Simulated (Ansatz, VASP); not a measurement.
This is a calculation of InP for Ansatz 0.2.0.

Contents of input.yaml:

```yaml
crystal:
  lattice:
    - [0.0, 2.8706770916, 2.8706770916]
    - [2.8706770916, 0.0, 2.8706770916]
    - [2.8706770916, 2.8706770916, 0.0]
  atoms:
    - { symbol: In, position: [0.0, 0.0, 0.0] }
    - { symbol: P, position: [0.75, 0.75, 0.75] }
hamiltonian:
  xc: pbesol
  pseudopotentials: { kind: paw }
kpoints:
  mp_grid: { grid: [8, 8, 8] }
scf:
  occupations: { method: fermi_dirac, width: 0.05 }
output:
  forces: true
  stress: true
  eigenvalues: true
```

Potentials or basis: Ansatz PAW.

Command:

```bash
$ ansatz run input.yaml --threads 2 --pin off --max-ram 5120MiB --backend cpu --events-out ev --progress --plain --runs-dir out
```

Task: Translate it to VASP 6.6.1. Potentials there: VASP PAW PBE potentials, release 64 (In_d, P).

Result: As run (the cutoff follows the program's own potentials):

File INCAR:

```
SYSTEM = InP
PREC     = Accurate       ! precision mode
ENCUT    = 520            ! plane-wave cutoff, eV
EDIFF    = 1E-7           ! SCF threshold, eV
ISMEAR   = -1             ! smearing method
SIGMA    = 0.05           ! smearing width, eV
LREAL    = .False.        ! projectors in reciprocal space
LASPH    = .True.         ! aspherical terms in the spheres
NELM     = 100            ! most SCF steps
ALGO     = Normal         ! electronic algorithm
ISIF     = 2              ! what is computed and relaxed
LWAVE    = .False.        ! write WAVECAR
LCHARG   = .False.        ! write CHGCAR
GGA      = PS             ! functional
NBANDS   = 16             ! bands
```

The input KPOINTS:

```
Automatic mesh
0
Gamma
  8 8 8
  0 0 0
```

Contents of POSCAR:

```
InP
1.0
    0.0000000000      2.8706770916      2.8706770916
    2.8706770916      0.0000000000      2.8706770916
    2.8706770916      2.8706770916      0.0000000000
In P
1 1
Direct
    0.0000000000      0.0000000000      0.0000000000
    0.7500000000      0.7500000000      0.7500000000
```

Potentials or basis: VASP PAW PBE potentials, release 64 (In_d, P).

The run is started by

```bash
$ cat potpaw_PBE.64/In_d/POTCAR potpaw_PBE.64/P/POTCAR > POTCAR
$ mpirun -np 1 vasp_std > vasp.out
```

Both were run:

|  | VASP | Ansatz | Ansatz less VASP |
| --- | --- | --- | --- |
| gap on the k mesh at the Fermi level (eV) | 0.94 | 0.95 | +0.001 |
| least direct gap on the mesh (eV) | 0.94 | 0.95 | +0.001 |
| pressure (GPa) | 5.5 | 5.6 | +0.04 |

The functional is the same, so the differences come from potentials, cutoffs and numerics.

Caveats: spin-orbit coupling is left out, which moves the levels of the heavy elements; the PAW data sets were made with another functional, which shifts forces and pressure a little (VASP); the PAW data sets come from PBE, with cores solved anew for the run's functional, which leaves a small shift of forces and pressure (Ansatz).
